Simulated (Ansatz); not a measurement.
Set up this calculation in Ansatz 0.2.0, as the native input.

```yaml
Task: single point
Functional: PBE
Potentials_or_basis: Ansatz PAW
Cutoff: "420 eV (not typed: the program's choice for these potentials)"
k_mesh: 10 × 10 × 8
Occupations: gaussian, width 0.022 eV
Spin: no spin polarisation
```

HfB2:

```
Hf B
1.0
     3.14000    0.00000    0.00000
    -1.57000    2.71932    0.00000
     0.00000    0.00000    3.48000
Hf B
1 2
Direct
  0.00000 0.00000 0.00000
  0.66667 0.33333 0.50000
  0.33333 0.66667 0.50000
```

These files were run (other wordings do the same):

input.yaml

```yaml
crystal:
  lattice:
    - [3.14, 0.0, 0.0]
    - [-1.57, 2.7193197679, 0.0]
    - [0.0, 0.0, 3.48]
  atoms:
    - { symbol: Hf, position: [0.0, 0.0, 0.0] }
    - { symbol: B, position: [0.6666666667, 0.3333333333, 0.5] }
    - { symbol: B, position: [0.3333333333, 0.6666666667, 0.5] }
hamiltonian:
  xc: pbe
  pseudopotentials: { kind: paw }
kpoints:
  mp_grid: { grid: [10, 10, 8] }
scf:
  occupations: { method: gaussian, width: 0.022 }
output:
  forces: true
  stress: true
  eigenvalues: true
```

Potentials or basis: Ansatz PAW.

Run with:

```sh
$ ansatz run input.yaml --threads 2 --pin off --max-ram 5632MiB --backend cpu --events-out ev --progress --plain --runs-dir out
```

It gave:

```
Pressure               : 1.4 GPa
Band gap on the k mesh : none (metal or under the smearing width)
```

Run time: 0.87 s on 2 threads of Intel(R) Xeon(R) Platinum 8488C (Sapphire Rapids), on a shared host, peak memory 0.4 GiB.
